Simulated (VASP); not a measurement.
# NaH: G0W0 on PBE

NaH, Fm-3m (no. 225), 2 atoms in the cell. PBE, GW; PAW potentials Na_sv_GW, H_GW (PBE set).

GW scheme: G0W0; Iterations: 1; Orbital cutoff (eV): 400; Response cutoff (eV): 267; Frequency points: 48; Procedure: three steps, all bands.

## Input

INCAR.step1:
```
ALGO = Normal ; EDIFF = 1E-8
ENCUT = 400 ; GGA = PE
ISMEAR = 0 ; LASPH = True
LCHARG = False ; LREAL = False
LWAVE = True ; NELM = 150
PREC = Accurate ; SIGMA = 0.05
```

INCAR.step2, as INCAR.step1 but for:
```
- ALGO = Normal
- NELM = 150
+ ALGO = Exact
+ ISTART = 1
+ LOPTICS = True
+ NBANDS = 532
+ NELM = 1
```

INCAR.step3:
```
ALGO = EVGW0 ; ENCUT = 400
ENCUTGW = 267 ; GGA = PE
ISMEAR = 0 ; ISTART = 1
LASPH = True ; LCHARG = False
LREAL = False ; LWAVE = False
NBANDS = 532 ; NBANDSGW = 9
NELMGW = 1 ; NOMEGA = 48
PREC = Accurate ; PRECFOCK = Fast
SIGMA = 0.05
```

KPOINTS:
```
k-points
0
Gamma
  2 2 2
```

POSCAR:
```
NaH
1.0
    0.0000000000      2.4400000000      2.4400000000
    2.4400000000      0.0000000000      2.4400000000
    2.4400000000      2.4400000000      0.0000000000
Na H
1 1
Direct
    0.0000000000      0.0000000000      0.0000000000
    0.5000000000      0.5000000000      0.5000000000
```

Commands (each step's output is kept before the next begins):
```
cat potpaw_PBE.64/Na_sv_GW/POTCAR potpaw_PBE.64/H_GW/POTCAR > POTCAR
cp INCAR.step1 INCAR
mpirun -np 4 vasp_std > vasp.out
cp INCAR.step2 INCAR
mpirun -np 4 vasp_std > vasp.out
cp INCAR.step3 INCAR
mpirun -np 4 vasp_std > vasp.out
```

## Result

- Quasiparticle gap on the mesh (eV): 5.73
- Gap of the starting point on the mesh (eV): 3.75
- Quasiparticle gap at the zone centre (eV): 16.23
- Starting gap at the zone centre (eV): 13.84
- Correction of the gap between the band edges on the mesh (eV): 1.98
- Shift of the valence top (eV): -1.66
- Shift of the conduction bottom (eV): 0.32
- Z of the valence top at the zone centre: 0.74
- Static dielectric constant, RPA: 5.3

Levels near the gap:

| k point | band | start (eV) | quasiparticle (eV) |
|---|---|---|---|
| 0 0 0 | 2 | -23.53 | -27.99 |
| 0 0 0 | 3 | -23.53 | -27.99 |
| 0 0 0 | 4 | -23.53 | -27.99 |
| 0 0 0 | 5 | -4.62 | -6.35 |
| 0 0 0 | 6 | 9.22 | 9.88 |
| 0 0 0 | 7 | 14.22 | 14.44 |
| 0 0 0 | 8 | 14.22 | 14.44 |
| 0 0 0 | 9 | 14.22 | 14.44 |
| 0.5 0 0 | 2 | -23.61 | -28.03 |
| 0.5 0 0 | 3 | -23.54 | -27.99 |
| 0.5 0 0 | 4 | -23.54 | -27.99 |
| 0.5 0 0 | 5 | -1.89 | -3.58 |
| 0.5 0 0 | 6 | 2.56 | 2.88 |
| 0.5 0 0 | 7 | 9.56 | 9.92 |
| 0.5 0 0 | 8 | 12.02 | 12.51 |
| 0.5 0 0 | 9 | 12.02 | 12.51 |
| 0.5 0.5 0 | 2 | -23.60 | -28.02 |
| 0.5 0.5 0 | 3 | -23.56 | -27.99 |
| 0.5 0.5 0 | 4 | -23.56 | -27.99 |
| 0.5 0.5 0 | 5 | -1.19 | -2.85 |
| 0.5 0.5 0 | 6 | 3.44 | 3.70 |
| 0.5 0.5 0 | 7 | 8.82 | 8.87 |
| 0.5 0.5 0 | 8 | 9.31 | 9.83 |
| 0.5 0.5 0 | 9 | 9.31 | 9.83 |

Limits: the mesh is coarse: neither the gap nor the screening is converged.

VASP 6.6.1 took 29 s on 4 cores (AMD EPYC 7R43 (Zen 3)), a shared host.
